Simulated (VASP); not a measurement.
A run of VASP 6.6.1:

POSCAR

```
GaP
1.0
    0.0000000000      2.7252500000      2.7252500000
    2.7252500000      0.0000000000      2.7252500000
    2.7252500000      2.7252500000      0.0000000000
Ga P
1 1
Direct
    0.0000000000      0.0000000000      0.0000000000
    0.7500000000      0.7500000000      0.7500000000
```

The input INCAR.step1:

```
PREC     = Accurate       # precision mode
ENCUT    = 520            # plane-wave cutoff, eV
EDIFF    = 1E-5           # SCF threshold, eV
ISMEAR   = -1             # smearing method
SIGMA    = 0.05           # smearing width, eV
LREAL    = False          # projectors in reciprocal space
LASPH    = True           # aspherical terms in the spheres
NELM     = 60             # most SCF steps
ALGO     = Normal         # electronic algorithm
ISIF     = 2              # what is computed and relaxed
LWAVE    = True           # write WAVECAR
LCHARG   = False          # write CHGCAR
NBANDS   = 16             # bands
GGA      = PE             # functional
```

The input INCAR.step2:

```
PREC     = Accurate       # precision mode
ENCUT    = 520            # plane-wave cutoff, eV
EDIFF    = 1E-6           # SCF threshold, eV
ISMEAR   = -1             # smearing method
SIGMA    = 0.05           # smearing width, eV
LREAL    = False          # projectors in reciprocal space
LASPH    = True           # aspherical terms in the spheres
NELM     = 60             # most SCF steps
ALGO     = Normal         # electronic algorithm
ISIF     = 2              # what is computed and relaxed
LWAVE    = False          # write WAVECAR
LCHARG   = False          # write CHGCAR
GGA      = PE             # functional
LHFCALC  = True           # exact exchange
AEXX     = 0.4            # exact-exchange fraction
PRECFOCK = Fast         
HFRCUT   = -1           
NBANDS   = 16             # bands
ISTART   = 1
```

File KPOINTS:

```
Automatic mesh
0
Gamma
  4 4 4
```

Potentials or basis: VASP PAW PBE potentials, release 64 (Ga_d, P).

Launch:

```bash
$ cat potpaw_PBE.64/Ga_d/POTCAR potpaw_PBE.64/P/POTCAR > POTCAR
$ cp INCAR.step1 INCAR
$ mpirun -np 1 vasp_std > vasp.out
$ cp INCAR.step2 INCAR
$ mpirun -np 1 vasp_std > vasp.out
```

Hardware: 1 thread of Intel(R) Xeon(R) Platinum 8488C (Sapphire Rapids), with other jobs on the host.

Question: How long does it take, and how much memory?

Answer: Run time: 120 s on 1 thread of Intel(R) Xeon(R) Platinum 8488C (Sapphire Rapids), with other jobs on the host, peak memory 0.16 GiB. Counts: scf iterations 11, k points 8.
